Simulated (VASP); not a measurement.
# AlN (Fm-3m) in VASP: notebook, part 2 of 2

VASP 6.6.1.

## (3) Relaxation of cell and atoms, PBE+D3(BJ)

This run uses another cell than the first one, of 8.42 Å³/atom, 1.025 times its volume.

The input, INCAR:

```
PREC = Accurate ; ENCUT = 600
EDIFF = 1E-6 ; ISMEAR = 0
SIGMA = 0.02 ; LREAL = F
LASPH = T ; NELM = 100
ALGO = Normal ; ISIF = 3
LWAVE = F ; LCHARG = F
GGA = PE ; IVDW = 12
IBRION = 2 ; NSW = 100
EDIFFG = -0.002
```

The input, KPOINTS:

```
regular mesh
0
Gamma
  10 10 10
```

The input, POSCAR:

```
AlN
1.0
    0.0000000000      2.0345180000      2.0345180000
    2.0345180000      0.0000000000      2.0345180000
    2.0345180000      2.0345180000      0.0000000000
Al N
1 1
Direct
    0.5000000000      0.5000000000      0.5000000000
    0.0000000000      0.0000000000      0.0000000000
```

Potentials or basis: VASP PAW PBE potentials, release 64 (Al, N).

Command:

```bash
cat potpaw_PBE.64/Al/POTCAR potpaw_PBE.64/N/POTCAR > POTCAR
mpirun -np 1 vasp_std > vasp.out
```

OUTCAR:

```text
PREC = Accurate
   ENCUT = 600
   EDIFF = 1E-6
   ISMEAR = 0
   LREAL = F
   LASPH = T
   NELM = 100
   ISIF = 3
   GGA = PE
   IVDW = 12
   IBRION = 2
   NSW = 100
   EDIFFG = -0.002
 IVDW          = 12

 ion  position               nearest neighbor table
   1  0.500  0.500  0.500-   2 2.03   2 2.03   2 2.03   2 2.03   2 2.03   2 2.03
   2  0.000  0.000  0.000-   1 2.03   1 2.03   1 2.03   1 2.03   1 2.03   1 2.03

  LATTYP: Found a face centered cubic cell.
 ALAT       =     4.0690360000

  Lattice vectors:

 A1 = (   0.0000000000,   2.0345180000,   2.0345180000)
 A2 = (   2.0345180000,   0.0000000000,   2.0345180000)
 A3 = (   2.0345180000,   2.0345180000,   0.0000000000)

Analysis of symmetry for initial positions (statically):
=====================================================================
 Subroutine PRICEL returns:
 Original cell was already a primitive cell.

[... 181 lines left out ...]
  band No.  band energies     occupation
      1      -7.6635      2.00000
      2       9.7180      2.00000
      3       9.7180      2.00000
      4       9.7180      2.00000
      5      15.1246      0.00000
      6      21.8234      0.00000
      7      21.8234      0.00000
      8      21.8234      0.00000
[... 332 lines left out ...]
--------------------------------------- Ionic step        3  -------------------------------------------

 number of electron       7.9999999 magnetization

 Free energy of the ion-electron system (eV)
  ---------------------------------------------------
  ext. energy  EPLUGINS =         0.00000000
  ---------------------------------------------------
  free energy    TOTEN  =       -14.53850441 eV

  energy without entropy =      -14.53850441  energy(sigma->0) =      -14.53850441

 E-fermi :  10.2093     XC(G=0): -12.3211

 val. band max:       10.0627225803   @ k =   0.0000   0.0000   0.0000
 cond. band min:      14.7422382688   @ k =   0.5000   0.5000   0.0000
 fundamental gap:      4.6795156885
 Fermi energy:        10.2093318483

 k-point     1 :       0.0000    0.0000    0.0000
  band No.  band energies     occupation
      1      -7.5602      2.00000
      2      10.0627      2.00000
      3      10.0627      2.00000
      4      10.0627      2.00000
      5      15.8523      0.00000
      6      22.2543      0.00000
      7      22.2543      0.00000
      8      22.2543      0.00000
[... 286 lines left out ...]
  FREE ENERGIE OF THE ION-ELECTRON SYSTEM (eV)
  ---------------------------------------------------
  free  energy   TOTEN  =       -15.2233613024 eV

  energy  without entropy=      -15.2233613024  energy(sigma->0) =      -15.22336130

 reached required accuracy - stopping structural energy minimisation
```

OSZICAR:

```text
N       E                     dE             d eps       ncg     rms          rms(c)
DAV:   1     0.133226956058E+02    0.13323E+02   -0.44169E+03   752   0.102E+03
DAV:   2    -0.157685521295E+02   -0.29091E+02   -0.27645E+02  1096   0.146E+02
DAV:   3    -0.162751290116E+02   -0.50658E+00   -0.50658E+00   888   0.241E+01
DAV:   4    -0.162761677410E+02   -0.10387E-02   -0.10387E-02  1032   0.107E+00
[... 19 lines left out ...]
DAV:   2    -0.145387649288E+02    0.11799E-01   -0.58744E-02   832   0.184E+00    0.182E-01
DAV:   3    -0.145385747108E+02    0.19022E-03   -0.13597E-03   944   0.370E-01    0.651E-02
DAV:   4    -0.145385110592E+02    0.63652E-04   -0.38200E-05   768   0.742E-02    0.234E-02
DAV:   5    -0.145385047858E+02    0.62734E-05   -0.47841E-06   776   0.237E-02    0.121E-02
DAV:   6    -0.145385044143E+02    0.37144E-06   -0.91144E-08   376   0.338E-03
   3 F= -.15223361E+02 E0= -.15223361E+02  d E =-.953994E-02
```

Run time: 7.1 s. Hardware: 1 thread of Intel Xeon Platinum 8488C (Sapphire Rapids), shared host; peak memory 0.15 GiB.

Results:

| Quantity | Value |
| --- | --- |
| Free energy | -15.2234 eV |
| Relaxed volume | 8.20 Å³/atom |
| Relaxed cell | a = 2.852 Å, b = 2.852 Å, c = 2.852 Å, α = 60.00°, β = 60.00°, γ = 60.00° |
| Space group after relaxing (to 0.05 Å) | Fm-3m (No. 225) |
| Energy gained by relaxing | 4.8 meV/atom |
| Ionic steps | 3 |
| Pressure after relaxing | 0.0 GPa |
| Band gap on the k mesh | 4.68 eV, indirect (least direct gap 5.79 eV) |
| Dispersion energy per atom | -0.342 eV |

Step by step:
| step | energy change (eV) | largest force (eV/Å) | pressure (GPa) | volume (Å³) |
| --- | --- | --- | --- | --- |
| 1 | 0.0000 | 0.0000 | -6.72 | 16.84 |
| 2 | -0.0011 | 0.0000 | 6.95 | 16.00 |
| 3 | -0.0095 | 0.0000 | -0.02 | 16.40 |

Final structure:
```
CELL_PARAMETERS angstrom
0.00000 2.01650 2.01650
2.01650 0.00000 2.01650
2.01650 2.01650 0.00000
ATOMIC_POSITIONS crystal
Al 0.50000 0.50000 0.50000
N 0.00000 0.00000 0.00000
```

A k mesh can miss the band edges. Expect the measured gap to be larger: semilocal functionals such as PBE lack the derivative discontinuity.

## (4) Single point, PBE+D3(BJ)

This run uses another cell than the first one, of 8.42 Å³/atom, 1.025 times its volume.

The input, INCAR:

```
SYSTEM = AlN
  PREC = Accurate
  ENCUT = 520
  EDIFF = 1E-6
  ISMEAR = 0
  SIGMA = 0.1
  LREAL = .FALSE.
  LASPH = .TRUE.
  NELM = 100
  ALGO = Normal
  ISIF = 2
  LWAVE = .FALSE.
  LCHARG = .FALSE.
  GGA = PE
  IVDW = 12
  NBANDS = 11
```

The input, KPOINTS:

```
Automatic mesh
0
G
  8 8 8
  0 0 0
```

POSCAR is that of step 3.

Command:

```bash
cat potpaw_PBE.64/Al/POTCAR potpaw_PBE.64/N/POTCAR > POTCAR
mpirun -np 1 vasp_std > vasp.out
```

It took 3.3 s on 1 thread of Intel Xeon Platinum 8488C (Sapphire Rapids), shared host; peak memory 0.14 GiB.

It converged, with:

```yaml
Free_energy: -15.2117 eV
Pressure: -6.6 GPa
Band_gap_on_the_k_mesh: 4.42 eV, indirect (least direct gap 5.41 eV)
Dispersion_energy_per_atom: -0.333 eV
```

Levels at points of the mesh, in eV from the valence-band top:
```tsv
k point	band 1	band 2	band 3	band 4	band 5	band 6	band 7	band 8
(0.00, 0.00, 0.00)	-17.38	0.00	0.00	0.00	5.41	12.10	12.10	12.10
(0.50, 0.00, 0.00)	-14.20	-8.18	-1.04	-1.04	6.01	10.85	10.85	13.01
(0.50, 0.50, 0.00)	-13.24	-7.25	-2.75	-2.75	4.42	5.33	13.82	16.95
```

A k mesh can miss the band edges. A hybrid or GW would open this gap; PBE tends to underestimate it.

## (5) The runs side by side

| task | cell | k mesh | cutoff (eV) | smearing | gap on the mesh (eV) | pressure (GPa) |
| --- | --- | --- | --- | --- | --- | --- |
| single point | Fm-3m, 8.21 Å³/atom | 10 × 10 × 10 | 520 | gaussian 0.02 eV | 4.66 | -0.3 |
| relaxation of cell and atoms | relaxed | 10 × 10 × 10 | 600 | gaussian 0.02 eV | 4.68 | 0.0 |
| single point | Fm-3m, 8.42 Å³/atom | 8 × 8 × 8 | 520 | gaussian 0.1 eV | 4.42 | -6.6 |

Alike in all rows: level PBE+D3(BJ); potentials or basis VASP PAW PBE potentials, release 64 (Al, N); no spin polarisation.

Absolute energies hang on the potentials; compare differences alone.
